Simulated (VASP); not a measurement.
# BAs (F-43m) in VASP: further runs, part 3 of 3

VASP 6.6.1. The steps go on from the part before.

## Step 4: G0W0 quasiparticle levels, PBE

POSCAR

```
BAs
1.0
    0.0000000000      2.3885000000      2.3885000000
    2.3885000000      0.0000000000      2.3885000000
    2.3885000000      2.3885000000      0.0000000000
As B
1 1
Direct
    0.7500000000      0.7500000000      0.7500000000
    0.0000000000      0.0000000000      0.0000000000
```

INCAR.step1

```
  PREC = Accurate
  ENCUT = 450
  EDIFF = 1E-8
  ISMEAR = 0
  SIGMA = 0.01
  LREAL = F
  LASPH = T
  NELM = 80
  ALGO = Fast
  LWAVE = T
  LCHARG = F
  GGA = PE
```

INCAR.step2

```
  PREC = Accurate
  ENCUT = 450
  EDIFF = 1E-8
  ISMEAR = 0
  SIGMA = 0.01
  LREAL = F
  LASPH = T
  NELM = 1
  ALGO = Exact
  LWAVE = T
  LCHARG = F
  GGA = PE
  NBANDS = 69
  LOPTICS = T
  ISTART = 1
```

INCAR.step3

```
  PREC = Accurate
  ENCUT = 450
  EDIFF = 1E-8
  ISMEAR = 0
  SIGMA = 0.01
  LREAL = F
  LASPH = T
  ALGO = EVGW0
  LWAVE = F
  LCHARG = F
  GGA = PE
  NELMGW = 1
  NBANDS = 69
  ENCUTGW = 260
  NOMEGA = 48
  PRECFOCK = Fast
  ISTART = 1
  NBANDSGW = 12
```

KPOINTS

```
regular mesh
0
Gamma
  3 3 3
```

Potentials or basis: VASP PAW PBE potentials, release 64 (As_GW, B_GW).

Launch:

```
$ cat potpaw_PBE.64/As_GW/POTCAR potpaw_PBE.64/B_GW/POTCAR > POTCAR
$ cp INCAR.step1 INCAR
$ mpirun -np 1 vasp_std > vasp.out
$ cp INCAR.step2 INCAR
$ mpirun -np 1 vasp_std > vasp.out
$ cp INCAR.step3 INCAR
$ mpirun -np 1 vasp_std > vasp.out
```

OUTCAR:

```text
PREC = Accurate
   ENCUT = 450
   EDIFF = 1E-8
   ISMEAR = 0
   LREAL = F
   LASPH = T
   GGA = PE
   NELMGW = 1
   ENCUTGW = 260
   PRECFOCK = Fast
   ISTART = 1

 Found      4 irreducible k-points:

 Following reciprocal coordinates:
            Coordinates               Weight
  0.000000  0.000000  0.000000      1.000000
  0.333333  0.000000  0.000000      8.000000
  0.333333  0.333333  0.000000      6.000000
 -0.333333  0.333333  0.000000     12.000000
   k-points           NKPTS =      4   k-points in BZ     NKDIM =     27   number of bands    NBANDS=     69
   number of dos      NEDOS =    301   number of ions     NIONS =      2
   total plane-waves  NPLWV =  13824
   dimension x,y,z NGX =    24 NGY =   24 NGZ =   24
   dimension x,y,z NGXF=    48 NGYF=   48 NGZF=   48
   ions per type =               1   1
   NGX,Y,Z   is equivalent  to a cutoff of  11.81, 11.81, 11.81 a.u.
   NGXF,Y,Z  is equivalent  to a cutoff of  23.62, 23.62, 23.62 a.u.
 SYSTEM =  unknown system
   PREC   = accura    normal or accurate (medium, high low for compatibility)
   ISTART =      1    job   : 0-new  1-cont  2-samecut
   ICHARG =      0    charge: 1-file 2-atom 10-const
   ISPIN  =      1    spin polarized calculation?
   LNONCOLLINEAR =      F non collinear calculations
   LSORBIT =      F    spin-orbit coupling
   LASPH  =      T    aspherical Exc in radial PAW
   ENCUT  =  450.0 eV  33.07 Ry    5.75 a.u.   5.84  5.84  5.84*2*pi/ulx,y,z
   NELM   =     60;   NELMIN=  2; NELMDL=  0     # of ELM steps
   EDIFF  = 0.1E-07   stopping-criterion for ELM
   LREAL  =      F    real-space projection
   EDIFFG = 0.1E-06   stopping-criterion for IOM
   NSW    =      0    number of steps for IOM
   IBRION =     -1    ionic relax: 0-MD 1-quasi-New 2-CG
   NFREE  =      0    steps in history (QN), initial steepest desc. (CG)
   ISIF   =      0    stress and relaxation
   ISYM   =      3    0-nonsym 1-usesym 2-fastsym
   POTIM  = 0.5000    time-step for ionic-motion
   TEBEG  =    0.0;   TEEND  =   0.0 temperature during run
   PSTRESS=    0.0 pullay stress
   NELECT =       8.0000    total number of electrons
   NUPDOWN=      -1.0000    fix difference up-down
   EMIN   =  10.00;   EMAX   =-10.00  energy-range for DOS
   EFERMI =   0.00;   METHOD = LEGACY
   ISMEAR =     0;   SIGMA  =   0.01  broadening in eV -4-tet -1-fermi 0-gaus
   EFERMI_NEDOS =   21; number of points for ismear=-14 and -15
   IALGO  =     38    algorithm
   IMIX   =      4    mixing-type and parameters
     AMIX     =   0.40;   BMIX     =  1.00
     AMIX_MAG =   1.60;   BMIX_MAG =  1.00
  volume/ion in A,a.u.               =      13.63        91.95
  Fermi-wavevector in a.u.,A,eV,Ry     =   1.088018  2.056057 16.106360  1.183784
  Thomas-Fermi vector in A             =   2.224191
   LORBIT       =      0    0 simple, 1 ext, 2 COOP (PROOUT), +10 PAW based schemes
   GGA     = PE    functional components
   LHFCALC =     T    Hartree Fock is set to
   PRECFOCK=fast      Normal, Fast or Accurate (Low or Medium for compatibility)
   ENCUT4O =  -1.0   cutoff for four orbital integrals eV
   NKREDX  =     1    reduce k-point grid by
   NKREDY  =     1    reduce k-point grid by
   NKREDZ  =     1    reduce k-point grid by
   AEXX    =    1.0000 exact exchange contribution
   HFSCREEN=    0.0000 screening length (either q_TF or 0.3 A-1)
   HFSCREENC=   0.0000 screening length for correlation (either q_TF or 0.3 A-1)
   ENCUTFOCK=  -1.0 apply spherical cutoff to Coloumb kernel
   IVDW    =     0    specifies the selected vdW correction
   LEPSILON=     F    determine dielectric tensor
   LRPA    =     F    only Hartree local field effects (RPA)
   LRPAFORCE           =     F    calculate RPA forces
   ENCUTGW             = 260.0    cutoff for response function in eV
   ENCUTGWSOFT         = 208.0    soft cutoff for Coulomb kernel in GW response function in eV
   ENCUTLF             =  -1.0    cutoff for local field effects
   NELMGW              =     1    number of iterations in solving QP/BSE equation
   NELMHF              =     1    number of iterations in the inner HF iteration
   NKREDLFX            =     1    NKREDLFY  =   1   NKREDLFZ  =   1
 non-spin polarized calculation
 Gauss-broadening in eV      SIGMA  =   0.01
  energy-cutoff  :      450.00
  volume of cell :       27.25
 maximum number of plane-waves:       609
  NGX = 14; NGY = 14; NGZ = 14
   NGX = 11   NGY = 11   NGZ = 11
 maximum number of plane-waves:       266

 QP shifts <psi_nk| G(iteration)W_0 |psi_nk>: iteration 1
 for sc-GW calculations column KS-energies equals QP-energies in previous step
 and V_xc(KS)=  KS-energies - (<T + V_ion + V_H > + <T+V_H+V_ion>^1  + <V_x>^1)

 k-point   1 :       0.0000    0.0000    0.0000
  band No.  KS-energies  QP-energies   sigma(KS)   V_xc(KS)     V^pw_x(r,r')   Z            occupation Imag(sigma)

      1      -9.1660      -9.9404     -12.6974     -11.6436     -19.5361       0.7349       2.0000       1.3045
      2       6.2712       5.8109     -13.1937     -12.6127     -14.7586       0.7923       2.0000       0.0756
      3       6.2712       5.8109     -13.1937     -12.6127     -14.7586       0.7923       2.0000       0.0756
      4       6.2712       5.8109     -13.1937     -12.6127     -14.7586       0.7923       2.0000       0.0756
      5       9.5022       9.8653     -10.9133     -11.3720      -6.3473       0.7914       0.0000      -0.0977
      6       9.5022       9.8653     -10.9133     -11.3720      -6.3473       0.7914       0.0000      -0.0977
      7       9.5022       9.8653     -10.9133     -11.3720      -6.3473       0.7914       0.0000      -0.0977
      8      10.9398      11.5577     -11.7948     -12.6009      -6.1731       0.7664       0.0000      -0.1688
      9      15.8266      15.7825      -8.8661      -8.8101      -2.9261       0.7871       0.0000      -0.3223
     10      19.1544      19.2613     -10.2664     -10.4036      -4.3233       0.7789       0.0000      -0.3157
     11      19.1544      19.2613     -10.2664     -10.4036      -4.3233       0.7789       0.0000      -0.3157
     12      20.5662      20.5300      -9.0016      -8.9570      -2.4337       0.8118       0.0000      -0.7077

 k-point   2 :       0.3333    0.0000    0.0000
  band No.  KS-energies  QP-energies   sigma(KS)   V_xc(KS)     V^pw_x(r,r')   Z            occupation Imag(sigma)

      1      -7.4438      -8.1543     -12.8347     -11.8436     -19.0407       0.7170       2.0000       0.9829
      2      -0.4983      -1.1702     -12.4935     -11.6070     -15.9378       0.7580       2.0000       0.2721
      3       4.7430       4.2466     -12.9746     -12.3430     -14.8961       0.7859       2.0000       0.0930
      4       4.7430       4.2466     -12.9746     -12.3430     -14.8961       0.7859       2.0000       0.0930
      5       9.1089       9.4507     -11.1512     -11.5888      -6.3177       0.7810       0.0000      -0.1087
      6      11.0558      11.3883     -10.7309     -11.1535      -5.7665       0.7868       0.0000      -0.1339
      7      11.0558      11.3883     -10.7309     -11.1535      -5.7665       0.7868       0.0000      -0.1339
      8      14.9422      15.2421     -10.3431     -10.7376      -4.0880       0.7601       0.0000      -0.3009
      9      17.7374      17.8483      -9.4049      -9.5446      -3.2345       0.7935       0.0000      -0.4099
     10      18.2375      18.3570      -9.9631     -10.1138      -3.9604       0.7931       0.0000      -0.3833
     11      18.2375      18.3570      -9.9631     -10.1138      -3.9604       0.7931       0.0000      -0.3833
     12      22.4274      22.7233     -10.2275     -10.6212      -3.1758       0.7516       0.0000      -0.7004

 k-point   3 :       0.3333    0.3333    0.0000
  band No.  KS-energies  QP-energies   sigma(KS)   V_xc(KS)     V^pw_x(r,r')   Z            occupation Imag(sigma)

      1      -6.8219      -7.5600     -12.8822     -11.8843     -18.8100       0.7396       2.0000       0.9055
      2       0.3098      -0.3327     -13.1106     -12.2710     -16.3876       0.7654       2.0000       0.2418
      3       2.7881       2.2087     -12.6419     -11.8942     -15.0922       0.7749       2.0000       0.1211
      4       2.7881       2.2087     -12.6419     -11.8942     -15.0922       0.7749       2.0000       0.1211
      5       7.5068       7.6120     -10.2210     -10.3531      -5.8545       0.7959       0.0000      -0.0842
      6       9.3531       9.4432      -9.7940      -9.9074      -4.9282       0.7945       0.0000      -0.1122
      7      15.3960      15.9057     -11.4220     -12.0870      -5.2820       0.7664       0.0000      -0.3109
      8      15.3960      15.9057     -11.4220     -12.0870      -5.2820       0.7664       0.0000      -0.3109
      9      17.7541      18.1924     -11.0977     -11.6706      -4.4117       0.7650       0.0000      -0.4450
     10      21.8032      21.9589     -10.2636     -10.4634      -3.8834       0.7794       0.0000      -0.5513
     11      22.0290      22.3480     -10.1508     -10.5747      -3.3072       0.7527       0.0000      -0.6577
     12      25.5856      25.6147      -9.6307      -9.6682      -2.5477       0.7764       0.0000      -0.9874

 k-point   4 :      -0.3333    0.3333    0.0000
  band No.  KS-energies  QP-energies   sigma(KS)   V_xc(KS)     V^pw_x(r,r')   Z            occupation Imag(sigma)

      1      -5.3389      -5.9561     -13.0778     -12.2478     -18.4720       0.7436       2.0000       0.7087
      2      -1.6114      -2.3866     -12.9979     -11.9691     -17.1029       0.7535       2.0000       0.3947
      3       0.1557      -0.5275     -11.8836     -11.0017     -14.8096       0.7747       2.0000       0.1981
      4       3.1963       2.6311     -12.7386     -12.0124     -15.0695       0.7784       2.0000       0.1124
      5       8.7106       8.8405     -10.1044     -10.2680      -5.4294       0.7934       0.0000      -0.0989
      6      13.5084      14.0118     -11.0317     -11.6901      -5.1125       0.7645       0.0000      -0.2390
      7      14.3617      14.8490     -11.0782     -11.7081      -5.1334       0.7737       0.0000      -0.2821
      8      15.6007      15.9707     -11.2232     -11.7060      -4.9689       0.7665       0.0000      -0.3409
      9      15.7170      15.8668     -10.1882     -10.3779      -4.5681       0.7905       0.0000      -0.2536
     10      18.3558      18.4120      -9.9127      -9.9829      -4.0989       0.8004       0.0000      -0.3592
     11      23.1158      23.4967     -10.7999     -11.3129      -3.3076       0.7426       0.0000      -0.8407
     12      24.7319      24.7630      -9.2603      -9.3001      -2.4061       0.7821       0.0000      -0.7977
```

Wall time 15 s (1 thread of Intel Xeon 6975P-C (Granite Rapids), shared host); peak memory 0.24 GiB.

The run converged, but some of its settings lie outside the range that counts as converged, so its numbers aren't taken as properties of the crystal.

Results:

```
Band gap on the k mesh, mean-field level : 1.24 eV, indirect (least direct gap 3.23 eV)
Quasiparticle gap                        : 1.80 eV
Least direct quasiparticle gap           : 4.05 eV
```

Caveat: the k mesh is coarse (spacing up to 0.76 Å⁻¹), so the values aren't converged; bands, screening cutoff and mesh are small and nothing is extrapolated, so the quasiparticle values aren't converged; an odd mesh through Γ misses points on the zone boundary, where band edges often lie.

## Step 5: G0W0 quasiparticle levels, PBE

POSCAR is that of step 4.

INCAR.step1 is that of step 4.

INCAR.step2, as its differences from that of step 4:

```diff
@@ -12,3 +12,3 @@
   GGA = PE
-  NBANDS = 69
+  NBANDS = 167
   LOPTICS = T
```

INCAR.step3, as its differences from that of step 4:

```diff
@@ -12,4 +12,4 @@
   NELMGW = 1
-  NBANDS = 69
-  ENCUTGW = 260
+  NBANDS = 167
+  ENCUTGW = 200
   NOMEGA = 48
```

KPOINTS is that of step 4.

Potentials or basis: VASP PAW PBE potentials, release 64 (As_GW, B_GW).

Launch:

```
$ cat potpaw_PBE.64/As_GW/POTCAR potpaw_PBE.64/B_GW/POTCAR > POTCAR
$ cp INCAR.step1 INCAR
$ mpirun -np 1 vasp_std > vasp.out
$ cp INCAR.step2 INCAR
$ mpirun -np 1 vasp_std > vasp.out
$ cp INCAR.step3 INCAR
$ mpirun -np 1 vasp_std > vasp.out
```

OUTCAR:

```text
PREC = Accurate
   ENCUT = 450
   EDIFF = 1E-8
   ISMEAR = 0
   LREAL = F
   LASPH = T
   GGA = PE
   NELMGW = 1
   ENCUTGW = 200
   PRECFOCK = Fast
   ISTART = 1

 Found      4 irreducible k-points:

 Following reciprocal coordinates:
[... 84 lines left out ...]

      1      -9.1660     -10.0416     -12.8354     -11.6436     -19.5361       0.7348       2.0000       1.2517
      2       6.2712       5.6351     -13.4194     -12.6127     -14.7586       0.7886       2.0000       0.0636
      3       6.2712       5.6351     -13.4194     -12.6127     -14.7586       0.7886       2.0000       0.0636
      4       6.2712       5.6351     -13.4194     -12.6127     -14.7586       0.7886       2.0000       0.0636
      5       9.5022       9.7001     -11.1193     -11.3720      -6.3473       0.7831       0.0000      -0.0944
      6       9.5022       9.7001     -11.1193     -11.3720      -6.3473       0.7831       0.0000      -0.0944
      7       9.5022       9.7001     -11.1193     -11.3720      -6.3473       0.7831       0.0000      -0.0944
      8      10.9398      11.3584     -12.0491     -12.6009      -6.1731       0.7585       0.0000      -0.1598
      9      15.8266      15.6633      -9.0175      -8.8101      -2.9261       0.7874       0.0000      -0.3153
     10      19.1544      19.0919     -10.4844     -10.4036      -4.3233       0.7733       0.0000      -0.2896
     11      19.1544      19.0919     -10.4844     -10.4036      -4.3233       0.7733       0.0000      -0.2896
     12      20.5662      20.3998      -9.1610      -8.9570      -2.4337       0.8158       0.0000      -0.6870
[... 36 lines left out ...]
      1      -5.3389      -6.0715     -13.2457     -12.2478     -18.4720       0.7342       2.0000       0.6557
      2      -1.6114      -2.5278     -13.1836     -11.9691     -17.1029       0.7545       2.0000       0.3560
      3       0.1557      -0.6485     -12.0439     -11.0017     -14.8096       0.7717       2.0000       0.1612
      4       3.1963       2.4871     -12.9278     -12.0124     -15.0695       0.7748       2.0000       0.0869
      5       8.7106       8.7004     -10.2810     -10.2680      -5.4294       0.7911       0.0000      -0.1044
      6      13.5084      13.8313     -11.2673     -11.6901      -5.1125       0.7637       0.0000      -0.2303
      7      14.3617      14.6640     -11.3175     -11.7081      -5.1334       0.7741       0.0000      -0.2783
      8      15.6007      15.7888     -11.4588     -11.7060      -4.9689       0.7613       0.0000      -0.3230
      9      15.7170      15.7087     -10.3884     -10.3779      -4.5681       0.7842       0.0000      -0.2433
     10      18.3558      18.2540     -10.1103      -9.9829      -4.0989       0.7989       0.0000      -0.3407
     11      23.1158      23.3075     -11.0533     -11.3129      -3.3076       0.7387       0.0000      -0.7970
     12      24.7319      24.6091      -9.4584      -9.3001      -2.4061       0.7759       0.0000      -0.7748
```

OUTCAR.step2:

```text
PREC = Accurate
   ENCUT = 450
   EDIFF = 1E-8
   ISMEAR = 0
   LREAL = F
[... 517 lines left out ...]
     0.00000    20.52990    20.52990    20.52990     0.00000    -0.00000    -0.00000
     2.33457    28.57218    28.57218    28.57218     0.00000    -0.00000    -0.00000
     4.66915   -28.77169   -28.77169   -28.77169     0.00000     0.00000    -0.00000
     7.00372   -27.08562   -27.08562   -27.08562    -0.00000     0.00000     0.00000
     9.33829    -6.98246    -6.98246    -6.98246    -0.00000     0.00000     0.00000
    11.67286    -2.66367    -2.66367    -2.66367    -0.00000     0.00000     0.00000
[... 92 lines left out ...]
   228.78814     0.98863     0.98863     0.98863    -0.00000     0.00000     0.00000
   231.12272     0.98886     0.98886     0.98886    -0.00000     0.00000     0.00000
```

It took 18 s on 1 thread of Intel Xeon 6975P-C (Granite Rapids), shared host; peak memory 0.21 GiB.

These settings aren't checked as converged: the numbers below hold their error.

Results:

- Band gap on the k mesh, mean-field level: 1.24 eV, indirect (least direct gap 3.23 eV)
- Quasiparticle gap: 1.84 eV
- Least direct quasiparticle gap: 4.07 eV

Caveat: the k mesh is coarse (spacing up to 0.76 Å⁻¹), so the values aren't converged; bands, screening cutoff and mesh are small and nothing is extrapolated, so the quasiparticle values aren't converged; an odd mesh through Γ misses points on the zone boundary, where band edges often lie.

## Step 6: The reference run

An earlier run on the cell as given: functional PBE; potentials or basis VASP PAW PBE potentials, release 64 (As, B); cutoff 520 eV; k mesh 10 × 10 × 10; occupations fermi-dirac, width 0.05 eV; no spin polarisation.

* Pressure: 3.4 GPa
* Band gap on the k mesh: 1.18 eV, indirect (least direct gap 3.28 eV)
